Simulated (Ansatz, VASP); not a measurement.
NaF in VASP and in Ansatz

```
CELL_PARAMETERS angstrom
10.00000 0.00000 0.00000
0.00000 9.30000 0.00000
0.00000 0.00000 4.12434
ATOMIC_POSITIONS crystal
Na 0.49991 0.50000 0.00000
F 0.50009 0.50000 0.50000
```

Alike in both runs: functional PBE; k mesh 1 × 1 × 17; occupations gaussian, width 0.05 eV; collinear spin.

Ansatz relaxed the structure, and its values are those at the end. VASP's run is a single point on that final structure, the one shown.

|  | VASP | Ansatz |
| --- | --- | --- |
| version | VASP 6.6.1 | Ansatz 0.2.0 |
| potentials or method | VASP PAW PBE potentials, release 64 (Na_pv, F) | scalar-relativistic, plane waves, PAW |
| plane-wave cutoff (eV) | 520 | 420 |
| valence electrons in the cell | 14 | 16 |

```csv
,VASP,Ansatz,Ansatz less VASP
gap on the k mesh at the Fermi level (eV),5.24,5.25,+0.012
least direct gap on the mesh (eV),5.25,5.26,+0.012
net moment per atom (μB),0.00,0.00,0.000
```

The functional is the same, so the differences come from potentials, cutoffs and numerics. The two sets of potentials don't hold the same shells in valence. Ansatz warned: «seeded_moment_not_kept».

Expect the measured gap to be larger: semilocal functionals such as PBE lack the derivative discontinuity.
